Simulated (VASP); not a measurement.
# PbS (Pm-3m) in VASP: single point with PBEsol

Aim: the single point of PbS with PBEsol.

Program: VASP 6.6.1. These are calculated values, not measurements. Logs are shortened: lines on timing, memory, paths and dates and some standing lists are left out, and cuts for length are marked.

### 1 The undisturbed crystal

Symmetry: Pm-3m, No. 221, cubic system. Conventional cell: a = 3.579 Å, b = 3.579 Å, c = 3.579 Å, α = 90.00°, β = 90.00°, γ = 90.00°. Pb (site symmetry m-3m) is surrounded by 8 S at 3.10 Å. S (site symmetry m-3m) is surrounded by 8 Pb at 3.10 Å.

Measurements of this composition are mostly on another form, of space group No. 225.

### 2 Single point, PBEsol (atom 2 (S) moved 0.05 Å along z)

Input file INCAR:

```
SYSTEM = PbS
PREC = Accurate
ENCUT = 520
EDIFF = 1E-7
ISMEAR = 0
SIGMA = 0.05
LREAL = .FALSE.
LASPH = .TRUE.
NELM = 100
ALGO = Normal
ISIF = 2
LWAVE = .FALSE.
LCHARG = .FALSE.
GGA = PS
NBANDS = 17
```

Input file KPOINTS:

```
regular mesh
0
G
  8 8 8
  0 0 0
```

Input file POSCAR:

```
PbS
1.0
    3.5790186812      0.0000000000      0.0000000000
    0.0000000000      3.5790186812      0.0000000000
    0.0000000000      0.0000000000      3.5790186812
Pb S
1 1
Direct
    0.0000000000      0.0000000000      0.0000000000
    0.5000000000      0.5000000000      0.5139703099
```

Potentials or basis: VASP PAW PBE potentials, release 64 (Pb_d, S).

Launch:

```
$ cat potpaw_PBE.64/Pb_d/POTCAR potpaw_PBE.64/S/POTCAR > POTCAR
$ mpirun -np 1 vasp_std > vasp.out
```

OUTCAR:

```text
SYSTEM = PbS
   PREC = Accurate
   ENCUT = 520
   EDIFF = 1E-7
   ISMEAR = 0
   LREAL = .FALSE.
   LASPH = .TRUE.
   NELM = 100
   ISIF = 2
   GGA = PS

 ion  position               nearest neighbor table
   1  0.000  0.000  0.000-   2 3.07   2 3.07   2 3.07   2 3.07   2 3.13   2 3.13   2 3.13   2 3.13

   2  0.500  0.500  0.514-   1 3.07   1 3.07   1 3.07   1 3.07   1 3.13   1 3.13   1 3.13   1 3.13

  LATTYP: Found a simple cubic cell.
 ALAT       =     3.5790186812

  Lattice vectors:

 A1 = (   3.5790186812,   0.0000000000,   0.0000000000)
 A2 = (   0.0000000000,   3.5790186812,   0.0000000000)
 A3 = (   0.0000000000,   0.0000000000,   3.5790186812)

Analysis of symmetry for initial positions (statically):
=====================================================================
 Subroutine PRICEL returns:
 Original cell was already a primitive cell.

 Routine SETGRP: Setting up the symmetry group for a
 simple cubic supercell.

 Subroutine GETGRP returns: Found  8 space group operations
 (whereof  8 operations were pure point group operations)
 out of a pool of 48 trial point group operations.

The static configuration has the point symmetry C_4v.

Analysis of symmetry for dynamics (positions and initial velocities):
=====================================================================
 Subroutine PRICEL returns:
 Original cell was already a primitive cell.

 Routine SETGRP: Setting up the symmetry group for a
 simple cubic supercell.

 Subroutine GETGRP returns: Found  8 space group operations
 (whereof  8 operations were pure point group operations)
 out of a pool of 48 trial point group operations.

The dynamic configuration has the point symmetry C_4v.

 Subroutine INISYM returns: Found  8 space group operations
 (whereof  8 operations are pure point group operations),
 and found     1 'primitive' translations

----------------------------------------------------------------------------------------

                                     Primitive cell

  volume of cell :      45.8450

  direct lattice vectors                    reciprocal lattice vectors
     3.579018681  0.000000000  0.000000000     0.279406197  0.000000000  0.000000000
     0.000000000  3.579018681  0.000000000     0.000000000  0.279406197  0.000000000
     0.000000000  0.000000000  3.579018681     0.000000000  0.000000000  0.279406197

  length of vectors
     3.579018681  3.579018681  3.579018681     0.279406197  0.279406197  0.279406197

  position of ions in fractional coordinates (direct lattice)
     0.000000000  0.000000000  0.000000000
     0.500000000  0.500000000  0.513970310

  ion indices of the primitive-cell ions
   primitive index   ion index
                 1           1
                 2           2

----------------------------------------------------------------------------------------

 KPOINTS: regular mesh

Automatic generation of k-mesh.
 Grid dimensions read from file:
 generate k-points for:    8    8    8

 Generating k-lattice:

  Cartesian coordinates                     Fractional coordinates (reciprocal lattice)
     0.034925775  0.000000000  0.000000000     0.125000000  0.000000000  0.000000000
     0.000000000  0.034925775  0.000000000     0.000000000  0.125000000  0.000000000
     0.000000000  0.000000000  0.034925775     0.000000000  0.000000000  0.125000000

  Length of vectors
     0.034925775  0.034925775  0.034925775

  Shift w.r.t. Gamma in fractional coordinates (k-lattice)
     0.000000000  0.000000000  0.000000000

 Subroutine IBZKPT returns following result:
 ===========================================

 Found     75 irreducible k-points:

 Following reciprocal coordinates:
            Coordinates               Weight
  0.000000  0.000000  0.000000      1.000000
  0.125000  0.000000  0.000000      4.000000
  0.000000  0.000000  0.125000      2.000000
  0.250000  0.000000  0.000000      4.000000
  0.000000  0.000000  0.250000      2.000000
  0.375000  0.000000  0.000000      4.000000
[... 16 lines left out ...]
  0.375000  0.250000  0.000000      8.000000
  0.000000  0.375000  0.250000      8.000000
 [... further k-points ...]
   k-points           NKPTS =     75   k-points in BZ     NKDIM =     75   number of bands    NBANDS=     17
   number of dos      NEDOS =    301   number of ions     NIONS =      2
   total plane-waves  NPLWV =  21952
   dimension x,y,z NGX =    28 NGY =   28 NGZ =   28
   dimension x,y,z NGXF=    56 NGYF=   56 NGZF=   56
   ions per type =               1   1
   NGX,Y,Z   is equivalent  to a cutoff of  13.01, 13.01, 13.01 a.u.
   NGXF,Y,Z  is equivalent  to a cutoff of  26.01, 26.01, 26.01 a.u.
 SYSTEM =  PbS
   PREC   = accura    normal or accurate (medium, high low for compatibility)
   ISTART =      0    job   : 0-new  1-cont  2-samecut
   ICHARG =      2    charge: 1-file 2-atom 10-const
   ISPIN  =      1    spin polarized calculation?
   LNONCOLLINEAR =      F non collinear calculations
   LSORBIT =      F    spin-orbit coupling
   LASPH  =      T    aspherical Exc in radial PAW
   ENCUT  =  520.0 eV  38.22 Ry    6.18 a.u.   6.65  6.65  6.65*2*pi/ulx,y,z
   NELM   =    100;   NELMIN=  2; NELMDL= -5     # of ELM steps
   EDIFF  = 0.1E-06   stopping-criterion for ELM
   LREAL  =      F    real-space projection
   EDIFFG = 0.1E-05   stopping-criterion for IOM
   NSW    =      0    number of steps for IOM
   IBRION =     -1    ionic relax: 0-MD 1-quasi-New 2-CG
   NFREE  =      0    steps in history (QN), initial steepest desc. (CG)
   ISIF   =      2    stress and relaxation
   ISYM   =      2    0-nonsym 1-usesym 2-fastsym
   POTIM  = 0.5000    time-step for ionic-motion
   TEBEG  =    0.0;   TEEND  =   0.0 temperature during run
   PSTRESS=    0.0 pullay stress
   NELECT =      20.0000    total number of electrons
   NUPDOWN=      -1.0000    fix difference up-down
   EMIN   =  10.00;   EMAX   =-10.00  energy-range for DOS
   EFERMI =   0.00;   METHOD = LEGACY
   ISMEAR =     0;   SIGMA  =   0.05  broadening in eV -4-tet -1-fermi 0-gaus
   EFERMI_NEDOS =   21; number of points for ismear=-14 and -15
   IALGO  =     38    algorithm
   IMIX   =      4    mixing-type and parameters
     AMIX     =   0.40;   BMIX     =  1.00
     AMIX_MAG =   1.60;   BMIX_MAG =  1.00
  volume/ion in A,a.u.               =      22.92       154.69
  Fermi-wavevector in a.u.,A,eV,Ry     =   1.241617  2.346315 20.974904  1.541612
  Thomas-Fermi vector in A             =   2.376007
   LORBIT       =      0    0 simple, 1 ext, 2 COOP (PROOUT), +10 PAW based schemes
   GGA     = PS    functional components
   LHFCALC =     F    Hartree Fock is set to
   AEXX    =    0.0000 exact exchange contribution
   IVDW    =     0    specifies the selected vdW correction
   LEPSILON=     F    determine dielectric tensor
   LRPA    =     F    only Hartree local field effects (RPA)
 non-spin polarized calculation
 Gauss-broadening in eV      SIGMA  =   0.05
  energy-cutoff  :      520.00
  volume of cell :       45.84
 maximum number of plane-waves:      1257
 NGX is ok and might be reduce to    28
   NGX = 13   NGY = 13   NGZ = 13

 number of electron      20.0000002 magnetization

 Free energy of the ion-electron system (eV)
  ---------------------------------------------------
  ext. energy  EPLUGINS =         0.00000000
  ---------------------------------------------------
  free energy    TOTEN  =        -9.02425266 eV

  energy without entropy =       -9.02262699  energy(sigma->0) =       -9.02343983

 E-fermi :   6.7054     XC(G=0): -10.6531

 val. band max:        6.4612194949   @ k =   0.3750   0.3750   0.5000
 cond. band min:       6.7133469004   @ k =   0.2500   0.1250   0.1250
 fundamental gap:      0.2521274056
 Fermi energy:         6.7054400112

 k-point     1 :       0.0000    0.0000    0.0000
  band No.  band energies     occupation
      1     -10.1009      2.00000
      2     -10.1000      2.00000
      3      -9.8445      2.00000
      4      -9.8445      2.00000
      5      -9.8438      2.00000
      6      -6.8995      2.00000
[... 9 lines left out ...]
     16      19.6664      0.00000
     17      19.6690      0.00000

 k-point     2 :       0.1250    0.0000    0.0000
  band No.  band energies     occupation
      1     -10.0987      2.00000
      2     -10.0719      2.00000
      3      -9.8556      2.00000
      4      -9.8549      2.00000
      5      -9.8434      2.00000
      6      -6.7536      2.00000
[... 9 lines left out ...]
     16      19.4305      0.00000
     17      19.4459      0.00000

 k-point     3 :       0.0000    0.0000    0.1250
  band No.  band energies     occupation
      1     -10.0980      2.00000
      2     -10.0726      2.00000
      3      -9.8556      2.00000
      4      -9.8556      2.00000
      5      -9.8427      2.00000
      6      -6.7539      2.00000
[... 9 lines left out ...]
     16      19.4560      0.00000
     17      19.4623      0.00000

 k-point     4 :       0.2500    0.0000    0.0000
  band No.  band energies     occupation
      1     -10.0939      2.00000
      2     -10.0043      2.00000
      3      -9.8822      2.00000
      4      -9.8814      2.00000
      5      -9.8408      2.00000
      6      -6.3382      2.00000
[... 9 lines left out ...]
     16      18.0221      0.00000
     17      19.5777      0.00000
[... 343 lines left out ...]
      1     -10.0452      2.00000
      2      -9.9466      2.00000
      3      -9.9438      2.00000
      4      -9.8783      2.00000
      5      -9.8741      2.00000
      6      -5.8002      2.00000
[... 9 lines left out ...]
     16      17.2256      0.00000
     17      17.2349      0.00000

 k-point    23 :       0.3750    0.2500    0.0000
  band No.  band energies     occupation
      1     -10.0324      2.00000
      2      -9.9865      2.00000
      3      -9.9017      2.00000
      4      -9.8829      2.00000
      5      -9.8725      2.00000
      6      -5.2815      2.00000
[... 9 lines left out ...]
     16      17.5084      0.00000
     17      18.6355      0.00000

 k-point    24 :       0.0000    0.3750    0.2500
  band No.  band energies     occupation
      1     -10.0320      2.00000
      2      -9.9869      2.00000
      3      -9.9010      2.00000
      4      -9.8833      2.00000
      5      -9.8725      2.00000
      6      -5.2827      2.00000
[... 9 lines left out ...]
     16      17.5226      0.00000
     17      18.6337      0.00000

 [... further k-points ...]
[... 5 lines left out ...]
  --------------------------------------------------------------------------------------
  -------------------------------------------------------------------------------------
  Total       -0.0182076     -0.0182076     -0.0118143      0.0000000      0.0000000     -0.0000000
  in kB       -0.6363135     -0.6363135     -0.4128819      0.0000000      0.0000000     -0.0000000
  external PRESSURE =      -0.5618363 kB  Pullay stress =       0.0000000 kB

 VOLUME and BASIS-vectors are now :
 -----------------------------------------------------------------------------
  energy-cutoff  :      520.00
  volume of cell :       45.84
      direct lattice vectors                 reciprocal lattice vectors
     3.579018681  0.000000000  0.000000000     0.279406197  0.000000000  0.000000000
     0.000000000  3.579018681  0.000000000     0.000000000  0.279406197  0.000000000
     0.000000000  0.000000000  3.579018681     0.000000000  0.000000000  0.279406197

 POSITION                                       TOTAL-FORCE (eV/Angst)
 -----------------------------------------------------------------------------------
      0.00000      0.00000      0.00000        -0.000000     -0.000000     -0.043914
      1.78951      1.78951      1.83951         0.000000      0.000000      0.043914
 -----------------------------------------------------------------------------------
    total drift:                               -0.000000     -0.000000     -0.000124

  FREE ENERGIE OF THE ION-ELECTRON SYSTEM (eV)
  ---------------------------------------------------
  free  energy   TOTEN  =        -9.0242526557 eV

  energy  without entropy=       -9.0226269949  energy(sigma->0) =       -9.02343983
```

Wall time 34 s (1 thread of Intel Xeon Platinum 8488C (Sapphire Rapids), shared host); peak memory 0.19 GiB.

Results:

- Free energy: -9.0243 eV
- Pressure: -0.1 GPa
- Largest force: 0.044 eV/Å
- Band gap on the k mesh: none (metal or under the smearing width)

Forces in eV/Å, atoms in the order of the input:
```
Pb   0.000  0.000 -0.044
S    0.000  0.000  0.044
```

Levels at points of the mesh, in eV from the Fermi level:
```csv
k point,band 8,band 9,band 10,band 11,band 12,band 13
"(0.00, 0.00, 0.00)",-1.78,-1.78,-1.77,5.27,5.31,6.96
"(0.50, 0.00, 0.00)",-0.55,-0.54,0.03,0.34,4.00,4.01
"(0.00, 0.00, 0.50)",-0.55,-0.55,0.01,0.34,4.01,4.01
"(0.50, 0.50, 0.00)",-4.87,-4.87,-0.34,4.39,4.39,6.28
"(0.00, 0.50, 0.50)",-4.86,-4.86,-0.34,4.39,4.39,6.27
"(0.50, 0.50, 0.50)",-2.64,-2.64,-2.62,-0.71,-0.70,-0.70
```

Caveat: the PAW data sets were made with another functional, which shifts forces and pressure a little. The run has no spin-orbit coupling, so splittings on Pb are missing.
